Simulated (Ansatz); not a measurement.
Input for Ansatz (plane-wave DFT, PAW):

```yaml
crystal:
  lattice:
    - [4.3150280855, 0.0, 0.0]
    - [-2.1575140428, 3.7369239401, 0.0]
    - [0.0, 0.0, 4.598327808]
  atoms:
    - { symbol: Se, position: [0.1910451831, 0.0, 0.3333333333] }
    - { symbol: Se, position: [0.0, 0.1910451831, 0.6666666667] }
    - { symbol: Se, position: [0.8089548169, 0.8089548169, 0.0] }
basis:
  ecutwfc: 420
kpoints:
  mp_grid: { grid: [9, 9, 6] }
hamiltonian:
  xc: pbe
scf:
  occupations: { method: gaussian, width: 0.02 }
output:
  forces: true
  stress: true
  eigenvalues: true
```

Run as
```bash
ansatz run input.yaml --threads 1 --pin off --max-ram 1331MiB --backend cpu --events-out ev --progress --plain --runs-dir out
```

Computed with Ansatz 0.2.0, DFT PBE, scalar-relativistic, plane waves, PAW.

From the run's log, abridged (final results; tables in files aren't shown):

```
SCF 1 converged in 6 iterations: F = -16404.927567 eV  dr2 = 3.41e-8
SCF converged after 6 iterations
Free energy (F): -16404.927567 eV
Harris-Foulkes:  -16404.927567 eV  (|F-HF|=4.64e-8)
Internal energy: -16404.927567 eV  (E = F + TS)
E sigma→0 (E₀):  -16404.927567 eV
Fermi energy:    9.293508 eV
--- Per-component energies (eV) ---
  E_band       = -1177.597772
  E_kinetic    = 368.406785
  E_local      = -7975.308390  (includes V_loc(G=0)·N_el)
  E_nonlocal   = -1785.004941
  E_hartree    = 3928.563999
  E_xc         = -317.812728
  E_vxc        = -301.162800  (∫ρ·V_xc dr)
  E_paw        = -5733.288114  (= ΣΔE_a)
  E_vpaw       = 658.346248  (= ΣTr[D̂ρ^β])
  E_aug_tail   = -0.001818  (compensation charges beyond the density's cutoff)
  E_ewald      = -4890.482360
  E_smearing   =  0.000000  (= −TS)
--- Forces (eV/Å), atoms counted from 1 ---
  atom   1  Se     7.07233656     0.00000000     0.00000000
  atom   2  Se    -3.53616828     6.12482313     0.00000000
  atom   3  Se    -3.53616828    -6.12482313     0.00000000
--- Stress (GPa, compression-positive) ---
       22.659378       0.000000       0.000000
        0.000000      22.659378       0.000000
        0.000000       0.000000      44.591991
  P = ⅓ Tr σ = 29.9702 GPa (299.702 kbar)
--- Band table (eV; the first three rows and the last of 62) ---
  k-point 0: bands = ["-40.2479", "-40.2479", "-40.1419", "-40.0844", "-40.0844", "-39.9513", "-39.9391", "-39.9198", "-39.9198", "-39.8461", "-39.8372", "-39.8372", "-39.8263", "-39.7760", "-39.7760", "-9.7737", "-4.1331", "-4.1331", "3.5075", "3.5075", "3.9979", "5.3266", "5.3266", "7.8366", "11.5476", "11.5476", "11.7392", "13.9918"]
  k-point 1: bands = ["-40.2679", "-40.2223", "-40.1442", "-40.1022", "-40.0639", "-39.9729", "-39.9289", "-39.9270", "-39.9085", "-39.8430", "-39.8429", "-39.8325", "-39.8241", "-39.7827", "-39.7721", "-9.6004", "-5.6984", "-2.5248", "3.1247", "3.5531", "4.0492", "5.4196", "5.7962", "7.4842", "10.9365", "11.1961", "11.4371", "14.7840"]
  k-point 2: bands = ["-40.2804", "-40.1946", "-40.1525", "-40.1142", "-40.0437", "-40.0004", "-39.9324", "-39.9243", "-39.8988", "-39.8485", "-39.8350", "-39.8298", "-39.8174", "-39.7927", "-39.7702", "-9.0846", "-7.0951", "-1.0465", "2.2272", "3.7239", "4.1129", "6.2282", "6.2443", "6.8580", "10.3048", "10.4657", "10.8502", "14.6784"]
  k-point 61: bands = ["-40.2847", "-40.1693", "-40.1693", "-40.1184", "-40.0237", "-40.0237", "-39.9293", "-39.9293", "-39.8947", "-39.8513", "-39.8300", "-39.8300", "-39.8063", "-39.8063", "-39.7685", "-7.9613", "-7.9613", "-1.4298", "0.9334", "2.6021", "2.6021", "6.7267", "8.2087", "8.2087", "9.9289", "12.3780", "12.3780", "14.2741"]
```

The run converged.

 The cell holds chains, and where no dispersion correction was added their binding is poorly described.